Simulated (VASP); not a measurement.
Set up this calculation in VASP 6.6.1, as the native input.

```yaml
Task: electrostatic potential
Functional: PBE
Potentials_or_basis: VASP PAW PBE potentials, release 64 (Na_pv, Cl)
Cutoff: 520 eV
k_mesh: 8 × 8 × 8
Occupations: gaussian, width 0.02 eV
Spin: non-collinear spin, zero start, spin-orbit coupling
Starting_moments: "[[0.0, 0.0, 0.0], [0.0, 0.0, 0.0]] μB"
Further_INCAR_settings: ALGO = Fast; EDIFF = 1e-06
```

The structure of NaCl lies in POSCAR:

```
NaCl                                    
1.0
   -0.0000000000      2.8482305685      2.8482305685
    2.8482305685      0.0000000000      2.8482305685
    2.8482305685      2.8482305685     -0.0000000000
  Na              Cl            
     1     1
Direct
     1.0000000000000000    0.0000000000000000    0.0000000000000000
     0.5000000000000000    0.5000000000000000    0.5000000000000000
```

The cell was built by a generator and needn't be a form met in nature.

One way to write it, as run:

INCAR

```
SYSTEM = NaCl
PREC = Accurate ; ENCUT = 520
EDIFF = 1E-6 ; ISMEAR = 0
SIGMA = 0.02 ; LREAL = .FALSE.
LASPH = .TRUE. ; NELM = 60
ALGO = Fast ; ISIF = 2
LWAVE = .FALSE. ; LCHARG = .TRUE.
LNONCOLLINEAR = .TRUE. ; MAGMOM = 0 0 0 0 0 0
LORBIT = 11 ; LSORBIT = .TRUE.
GGA_COMPAT = .FALSE. ; GGA = PE
LVHAR = .TRUE. ; KPAR = 4
```

KPOINTS

```
regular mesh
0
G
  8 8 8
  0 0 0
```

Potentials or basis: VASP PAW PBE potentials, release 64 (Na_pv, Cl).

Run with:

```bash
$ cat potpaw_PBE.64/Na_pv/POTCAR potpaw_PBE.64/Cl/POTCAR > POTCAR
$ mpirun -np 4 vasp_ncl > vasp.out
```

It gave:

```yaml
Pressure: -0.1 GPa
Net_moment: 0.00 μB per cell
Valence_electrons_inside_the_program's_atomic_spheres: Na 6.02; Cl 5.17
```

Run time: 28 s on 4 MPI ranks on AMD EPYC 9R14 (Zen 4), on a shared host, peak memory 0.26 GiB a rank.
